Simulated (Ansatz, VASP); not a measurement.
## Two plane-wave programs on HfC

```
Hf C
1.0
     0.00000    2.32582    2.32582
     2.32582    0.00000    2.32582
     2.32582    2.32582    0.00000
Hf C
1 1
Cartesian
  2.3258 2.3258 2.3258
  0.0000 0.0000 0.0000
```

Alike in both runs: functional PBE; k mesh 11 × 11 × 11; no spin polarisation.

Ansatz relaxed the structure, and its values are those at the end. VASP's run is a single point on that final structure, the one shown.

|  | VASP | Ansatz |
| --- | --- | --- |
| version | VASP 6.6.1 | Ansatz 0.2.0 |
| potentials or method | VASP PAW PBE potentials, release 64 (Hf_pv, C) | plane waves, PAW |
| plane-wave cutoff (eV) | 520 | 420 |
| occupations | fermi-dirac, width 0.1 eV | fermi-dirac |
| valence electrons in the cell | 14 | 30 |

Ansatz gave:

```
pressure (GPa) : 0.0
```

Q: What did VASP give for the same quantities?

A: Pressure (GPa): -0.7.

The two sets of potentials don't hold the same shells in valence.

The runs have no spin-orbit coupling, so splittings on Hf are missing.
